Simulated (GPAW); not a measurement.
Something may be wrong with this GPAW 26.7.0 calculation of SnO2 (Cassiterite).

run.py

```python
from ase.dft.bandgap import bandgap
from ase.io import read, write
from ase.units import GPa
from gpaw import GPAW, PW

atoms = read('POSCAR')

calc = GPAW(mode=PW(800),
            xc='PBE',
            kpts=(6, 6),
            occupations={'name': 'fermi-dirac', 'width': 0.05},
            nbands=43,
            convergence={'density': 1e-05, 'energy': 1e-05},
            maxiter=100,
            txt='gpaw.txt')
atoms.calc = calc
energy = atoms.get_potential_energy()
forces = atoms.get_forces()
stress = atoms.get_stress()
calc.write('gs.gpw')
write('result.traj', atoms)
print(f'Energy: {energy:.6f} eV')
print('Forces (eV/A):')
print(forces.round(4))
print('Stress (GPa):', (stress / GPa).round(3))
print('Fermi level:', round(calc.get_fermi_level(), 4), 'eV')
print(f'Gap: {bandgap(calc)[0]:.4f} eV, direct: {bandgap(calc, direct=True)[0]:.4f} eV')
```

The input POSCAR:

```
SnO2
1.0
    4.7380000000      0.0000000000      0.0000000000
    0.0000000000      4.7380000000      0.0000000000
    0.0000000000      0.0000000000      3.1865000000
Sn O
2 4
Direct
    0.5000000000      0.5000000000      0.5000000000
    0.0000000000      0.0000000000      0.0000000000
    0.8071000000      0.1929000000      0.5000000000
    0.6929000000      0.6929000000      0.0000000000
    0.1929000000      0.8071000000      0.5000000000
    0.3071000000      0.3071000000      0.0000000000
```

Potentials or basis: GPAW PAW data sets (gpaw-data 1.2.1), pw.

Command:

```console
$ OMP_NUM_THREADS=1 python run.py
```

gpaw.txt:

```text
__  _  _
 | _ |_)|_||  |
 |__||  | ||/\| - 26.7.0

Input parameters:
  mode=PW(ecut=800.0),
  convergence={'density': 1e-05, 'energy': 1e-05},
  kpts=MonkhorstPack(size=array([6, 6])),
  maxiter=100,
  nbands=43,
  occupations=Occupations(name='fermi-dirac', width=0.05),
  xc=XC(name='PBE')
```

On the terminal:

```text
ValueError: axes don't match array
```

Question: Diagnose the run.

Answer: The input was rejected before any iteration. The input holds a flaw that was put in on purpose: k mesh with two numbers (kpts = [6, 6]).

A sound run on the same cell differs in these lines of the main input:
```diff
@@ -10,2 +10,2 @@
-            kpts=(6, 6),
-            occupations={'name': 'fermi-dirac', 'width': 0.05},
+            kpts={'size': (6, 6, 8), 'gamma': True},
+            occupations={'name': 'methfessel-paxton', 'order': 0, 'width': 0.05},
@@ -14 +14 @@
-            maxiter=100,
+            maxiter=150,
```
